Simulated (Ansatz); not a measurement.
`CC(C)(C)O[Si]O` + H–F → `O[Si]F` + `CC(C)(C)O`  (ligand exchange at the Si–O bond)

Isolated molecules relaxed with PBE0-D4/def2-TZVP in Ansatz; ΔE leaves out vibrations. CCSD(T)/CBS adds triple-zeta CCSD(T) − MP2 to the extrapolated MP2 energy (def2 sets, frozen cores). This one scheme is used for every species. Functionals use def2-TZVPP. HSE06 is defined as in plane-wave codes. Each species was taken in one conformer, which may not be the lowest.

(1) Is it downhill or uphill in electronic energy at CCSD(T)/CBS, and by how much? (An estimate is asked.)

(2) What do these levels give: LDA (SPW92), PBE-D4, revPBE-D4, B97M-V, PBE0-D4, HSE06-D4, BLYP, r2SCAN, BHLYP, CCSD(T)/def2-SVP, CCSD(T)/def2-TZVPP, SCS-MP2/def2-QZVPP? (An estimate is asked.)

Largest T1 diagnostic among the species: 0.015.

Answers

(1) Computed: Downhill: ΔE = -9.2 kcal/mol.

(2) The calculation gave: LDA (SPW92) -9.2, PBE-D4 -9.5, revPBE-D4 -8.4, B97M-V -11.4, PBE0-D4 -9.4, HSE06-D4 -9.4, BLYP -13.8, r2SCAN -10.9, BHLYP -13.0, CCSD(T)/def2-SVP -9.9, CCSD(T)/def2-TZVPP -9.4, SCS-MP2/def2-QZVPP -9.7 kcal/mol.

From BLYP to BHLYP (50 % exact exchange), in def2-TZVPP and without D4, ΔE moves by +0.7 kcal/mol. In def2-TZVPP, CCSD(T) changes the Hartree–Fock value by +4.6 kcal/mol (the triples alone add +0.9 kcal/mol) and MP2 by +5.5 kcal/mol. Leaving LDA and LC-ωPBE aside and taking each functional with its dispersion term where it has one, the values, not all of them listed here, spread over 3.1 kcal/mol, from B2PLYP to revPBE-D4. LDA lies +2.5 kcal/mol from PBE without D4.
